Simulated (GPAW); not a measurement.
# MnSb (Fm-3m) in GPAW: reference runs, part 2 of 2

GPAW 26.7.0. Earlier steps stand in the parts before.

### Step 3. Single point, PBE, collinear spin, ferromagnetic start (atoms moved at random, drawn with an rms of 0.05 Å)

run.py reads:

```python
from ase import Atoms
from ase.dft.bandgap import bandgap
from ase.io import write
from ase.units import GPa
from gpaw import GPAW, PW

atoms = Atoms(['Sb', 'Mn'],
              cell=[[0.0, 2.795016, 2.795016],
                    [2.795016, 0.0, 2.795016],
                    [2.795016, 2.795016, 0.0]],
              scaled_positions=[[0.516716, 0.491874, 0.494844],
                                [-0.010164, 0.014433, -0.002558]],
              pbc=True)
atoms.set_initial_magnetic_moments([0.0, 4.0])

calc = GPAW(mode=PW(600),
            xc='PBE',
            kpts={'size': (8, 8, 8), 'gamma': True},
            occupations={'name': 'fermi-dirac', 'width': 0.05},
            nbands=27,
            convergence={'density': 1e-05, 'energy': 1e-05},
            maxiter=150,
            txt='gpaw.txt')
atoms.calc = calc
energy = atoms.get_potential_energy()
forces = atoms.get_forces()
stress = atoms.get_stress()
calc.write('gs.gpw')
write('result.traj', atoms)
print(f'Energy: {energy:.6f} eV')
print('Forces (eV/A):')
print(forces.round(4))
print('Stress (GPa):', (stress / GPa).round(3))
print('Moments:', calc.get_magnetic_moments().round(3))
print('Fermi level:', round(calc.get_fermi_level(), 4), 'eV')
print(f'Gap: {bandgap(calc)[0]:.4f} eV, direct: {bandgap(calc, direct=True)[0]:.4f} eV')
```

Potentials or basis: GPAW PAW data sets (gpaw-data 1.2.1), pw.

Launch:

```bash
OMP_NUM_THREADS=1 python run.py
```

gpaw.txt:

```text
__  _  _
 | _ |_)|_||  |
 |__||  | ||/\| - 26.7.0

Input parameters:
  mode=PW(ecut=600.0),
  convergence={'density': 1e-05, 'energy': 1e-05},
  kpts=MonkhorstPack(size=(8, 8, 8), gamma=True),
  maxiter=150,
  nbands=27,
  occupations=Occupations(name='fermi-dirac', width=0.05),
  xc=XC(name='PBE')

Diagonalizing LCAO Hamiltonian
Converting LCAO to pw mode

                Sb

       Mn

Atoms  # Å, Bohr magnetons
|   | symbol |        x |         y |        z |    initial magnetic moments |
|---|--------|----------|-----------|----------|-----------------------------|
| 0 |     Sb | 2.757893 |  2.827326 | 2.819025 | ( 0.0000,  0.0000,  0.0000) |
| 1 |     Mn | 0.033191 | -0.035558 | 0.011932 | ( 0.0000,  0.0000,  4.0000) |

Unit cell  # Å
| periodic |        x |        y |        z |  lengths |    angles |
|----------|----------|----------|----------|----------|-----------|
|      yes | 0.000000 | 2.795016 | 2.795016 | 3.952750 | 60.000000 |
|      yes | 2.795016 | 0.000000 | 2.795016 | 3.952750 | 60.000000 |
|      yes | 2.795016 | 2.795016 | 0.000000 | 3.952750 | 60.000000 |

Number of symmetries: 1
Symmetry operations  # r_c * U_cc + t_c -> r_c
|   | kind |            matrix            |
|---|------|------------------------------|
| 0 |  E   |  1, 0, 0,  0, 1, 0,  0, 0, 1 |

BZ-sampling:
  Number of BZ points: 512
  Number of IBZ points: 260

  Monkhorst-Pack size: [8, 8, 8]
  Monkhorst-Pack shift: [0.0625, 0.0625, 0.0625]

K-points  # in reciprocal-cell coordinates
|     |                                coordinates |     weight |
|-----|--------------------------------------------|------------|
|   0 | (  0.00000000,   0.00000000,   0.00000000) | 0.00195312 |
|   1 | (  0.00000000,   0.00000000,   0.12500000) | 0.00390625 |
|   2 | (  0.00000000,   0.00000000,   0.25000000) | 0.00390625 |
|   3 | (  0.00000000,   0.00000000,   0.37500000) | 0.00390625 |
|   4 | (  0.00000000,   0.00000000,   0.50000000) | 0.00195312 |
|   5 | (  0.00000000,   0.12500000,  -0.37500000) | 0.00390625 |
|   6 | (  0.00000000,   0.12500000,  -0.25000000) | 0.00390625 |
|   7 | (  0.00000000,   0.12500000,  -0.12500000) | 0.00390625 |
|   8 | (  0.00000000,   0.12500000,   0.00000000) | 0.00390625 |
|   9 | (  0.00000000,   0.12500000,   0.12500000) | 0.00390625 |
| ... |                                            |            |
| 259 | (  0.50000000,   0.50000000,   0.50000000) | 0.00195312 |

Plane wave coefficients: 1475
Cutoff: 600.0 eV

Spin-components: 2 (collinear spins)
Bands:           27
Projectors:      12
Spin-degeneracy: 1
Datatype:        complex128

Parallelization:
  kpt:    1
  domain: 1
  band:   1

Density:
  Valence electrons: 30.0
  Components: 2
  Grid points: [24 24 24]
  Charge: 0.0  # |e|

Potential:
  Grid points: [24 24 24]

species:
  Sb:
    name:    Antimony
    Z:       51.0
    valence: 15
    core:    36
    charge:  0.0  # [|e|]
    compensation charges:
      type: gauss
      rc: 0.36  # [Å]
      lmax: 2
    cutoffs:
      filter: 2.23  # [Å]
      core: 2.23  # [Å]
    projectors
    | kind |    occ | energy [eV] | rcut [Å] |
    |------|--------|-------------|----------|
    |   5s |  2.000 |     -12.815 |    1.154 |
    |   5p |  3.000 |      -4.830 |    1.233 |
    |   4d | 10.000 |     -33.514 |    1.196 |
    |    s |        |      14.396 |    1.154 |
    |    p |        |      22.381 |    1.233 |
    |    d |        |      -6.303 |    1.196 |

    Using partial waves for Sb as LCAO basis

  Mn:
    name:    Manganese
    Z:       25.0
    valence: 15
    core:    10
    charge:  0.0  # [|e|]
    compensation charges:
      type: gauss
      rc: 0.38  # [Å]
      lmax: 2
    cutoffs:
      filter: 2.14  # [Å]
      core: 0.86  # [Å]
    projectors
    | kind |    occ | energy [eV] | rcut [Å] |
    |------|--------|-------------|----------|
    |   3s |  2.000 |     -85.859 |    1.275 |
    |   4s |  2.000 |      -5.106 |    1.275 |
    |   3p |  6.000 |     -54.597 |    1.281 |
    |   4p |  0.000 |      -1.371 |    1.281 |
    |   3d |  5.000 |      -6.771 |    1.138 |
    |    d |        |      20.441 |    1.138 |

    Using partial waves for Mn as LCAO basis

Reference energy: -207795.646321  # eV

eigensolver:
  PPCG
  Converge bands: occupied
  niter=2

density mixing:
  MSR1-Mixer
  Pratt-step length: 0.05
  Maximum mixing coefficient: 0.75
  Old densities: 10
  SVD Regularization: 0.005
  Good broyden scale: 1.0
  Trust region scale: 1.0
  Backstep threshold: 4.0
  History deletion threshold: 6.0
  Fourier metric: weight=20.0, sigma=0.015

occupation numbers:
  Fermi-Dirac:
    width: 0.0500  # eV

poisson solver:
  ecut: 4800.0  # eV

xc functional:
  name: PBE with 2 nearest neighbor stencil

convergence criteria:
- Maximum integral of absolute [dens]ity change: 1e-05 electrons / valence electron
- Maximum [total energy] change in last 3 cyles: 1e-05 eV / valence electron
- Maximum integral of absolute [eigenst]ate change: 4e-08 eV^2 / valence electron
maximum number of iterations: 150

SCF iterations
|iter     | |      energy | eigst |  dens |  magmom |
|---------|-|-------------|-------|-------|---------|
|iter:   1| |  -13.869970 | +0.25 |       |  +4.0064|
|iter:   2| |  -13.757016 | -2.14 | -1.33 |  +3.9864|
|iter:   3| |  -13.703609 | -2.76 | -1.44 |  +3.9345|
|iter:   4| |  -13.732910 | -3.38 | -1.65 |  +3.8988|
|iter:   5| |  -13.768747 | -2.91 | -1.78 |  +3.8352|
|iter:   6| |  -13.773872 | -3.62 | -2.25 |  +3.8211|
|iter:   7| |  -13.774296 | -4.71 | -2.85 |  +3.8255|
|iter:   8| |  -13.774400 | -5.21 | -3.18 |  +3.8325|
|iter:   9| |  -13.774406c| -6.77 | -3.86 |  +3.8343|
|iter:  10| |  -13.774408c| -7.92c| -4.32 |  +3.8352|
|iter:  11| |  -13.774408c| -8.30c| -5.11c|  +3.8353|

Converged in 11 steps
Energy contributions relative to reference atoms: (reference = -207795.646321)

Energy contributions:
  Kinetic:           6.844264
  Coulomb:          -5.325275
  Zero:              0.323823
  External:          0.000000
  Xc:              -15.613375
  Entropy:          -0.007691
  Spinorbit:         0.000000
  ----------------------------
  Free energy:     -13.778253
  Extrapolated:    -13.774408

dipole moment: (0.191390, 12.201146, 0.135565)  # |e|*Ang

Total magnetic moment: (0.000000, 0.000000, 3.835277)

Local magnetic moments
|        x |        y |         z |
|----------|----------|-----------|
| 0.000000 | 0.000000 | -0.096329 |  # Sb   0
| 0.000000 | 0.000000 |  3.673189 |  # Mn   1

Fermi level: 7.408
Eigenvalues  # (at kpt = [0.000, 0.000, 0.000])
| band index |      eig [eV] | occ [0-1] |      eig [eV] | occ [0-1] |
|------------|---------------|-----------|---------------|-----------|
|          0 |       -74.026 |     1.000 |       -69.998 |     1.000 |
|        ... |               |           |               |           |
|          5 |       -21.351 |     1.000 |       -21.368 |     1.000 |
|          6 |       -21.328 |     1.000 |       -21.351 |     1.000 |
|          7 |       -21.327 |     1.000 |       -21.351 |     1.000 |
|          8 |       -21.327 |     1.000 |       -21.350 |     1.000 |
|          9 |        -4.086 |     1.000 |        -4.003 |     1.000 |
|         10 |         4.360 |     1.000 |         7.490 |     0.163 |
|         11 |         4.363 |     1.000 |         7.530 |     0.079 |
|         12 |         4.370 |     1.000 |         7.641 |     0.009 |
|         13 |         4.628 |     1.000 |         7.663 |     0.006 |
|         14 |         4.640 |     1.000 |         7.701 |     0.003 |
|         15 |         8.726 |     0.000 |         8.768 |     0.000 |
|         16 |         8.728 |     0.000 |         8.783 |     0.000 |
|         17 |         8.741 |     0.000 |         8.802 |     0.000 |
|         18 |        12.336 |     0.000 |        13.141 |     0.000 |
|         19 |        15.526 |     0.000 |        15.502 |     0.000 |
|        ... |               |           |               |           |
|         26 |        19.553 |     0.000 |        20.229 |     0.000 |

No gap
No difference between direct/indirect transitions

Forces  # eV/Ang
|        x |        y |        z |
|----------|----------|----------|
|  0.29857 | -0.28762 | -0.04988 |  # Sb   0
| -0.29854 |  0.28759 |  0.04987 |  # Mn   1

Stress tensor  # eV/Ang^3
|         x |         y |         z |
|-----------|-----------|-----------|
|  0.001533 | -0.000862 | -0.000149 |
| -0.000862 |  0.001766 |  0.000143 |
| -0.000149 |  0.000143 |  0.004820 |

# Writing to gs.gpw (mode='')
```

It took 8.8 min on 1 thread of Arm Neoverse V1, shared host; peak memory 0.58 GiB.

What came out:

```yaml
Free_energy: -13.7783 eV
Pressure: -0.4 GPa
Largest_force: 0.418 eV/Å
Band_gap_on_the_k_mesh: none (metal or under the smearing width)
Net_moment: 3.84 μB per cell
Site_moments: Sb -0.10; Mn +3.67 μB
```

Forces in eV/Å, atoms in the order of the input:
```
Sb   0.299 -0.288 -0.050
Mn  -0.299  0.288  0.050
```

Caveat: a cell with one magnetic atom can't hold antiferromagnetic order, which such compounds often take. Spin-orbit coupling is left out, which matters for the levels of Sb.
